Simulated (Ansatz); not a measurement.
# ZrO2: a single-point run

Wanted: a converged single-point run for ZrO2, and a check of what comes out. The structure is shown as the input types it.

Method: density functional or hybrid calculation with the settings of its input, plane waves (as first typed), in Ansatz 0.2.0.

1 further run of the same task is left out (for a known fault of the program).

## 1. The starting structure

The structure is cubic, space group Fm-3m (No. 225). Conventional cell: a = 5.089 Å, b = 5.089 Å, c = 5.089 Å, α = 90.00°, β = 90.00°, γ = 90.00°. Zr (site symmetry m-3m) has 8 O at 2.20 Å as nearest neighbours. O (site symmetry -43m) has 4 Zr at 2.20 Å as nearest neighbours.

As a file:

```xyz
3
Lattice="0.0000 2.5447 2.5447 2.5447 0.0000 2.5447 2.5447 2.5447 0.0000" Properties=species:S:1:pos:R:3 pbc="T T T"
Zr    0.0000    0.0000    0.0000
O     1.2724    1.2724    1.2724
O     3.8171    3.8171    3.8171
```

## 2. Input and run

File input.yaml:

```yaml
crystal:
  lattice:
    - [0.0, 2.5447135875, 2.5447135875]
    - [2.5447135875, 0.0, 2.5447135875]
    - [2.5447135875, 2.5447135875, 0.0]
  atoms:
    - { symbol: Zr, position: [0.0, 0.0, 0.0] }
    - { symbol: O, position: [0.25, 0.25, 0.25] }
    - { symbol: O, position: [0.75, 0.75, 0.75] }
kpoints:
  mp_grid: { grid: [6, 6, 6] }
hamiltonian:
  xc: pbe
scf:
  occupations: { method: methfessel_paxton, width: 1.5 }
  n_extra_bands: 4
output:
  forces: true
  stress: true
  eigenvalues: true
```

The run is started by

```sh
$ ansatz run input.yaml --threads 4 --pin off --max-ram 3686MiB --backend cpu --events-out ev --progress --plain --runs-dir out
```

Q: Will this input give a usable result? If not, why, and what should change?

The program finished normally. That alone doesn't make the input a sound one.

The suspect setting: scf.occupations.method is methfessel_paxton; scf.occupations.width is 1.5. The width is far wider than usual, so occupations near the Fermi level are blurred and the entropy term grows.

To check: delete scf.occupations.width (the default then holds) and set scf.occupations.method to fixed.
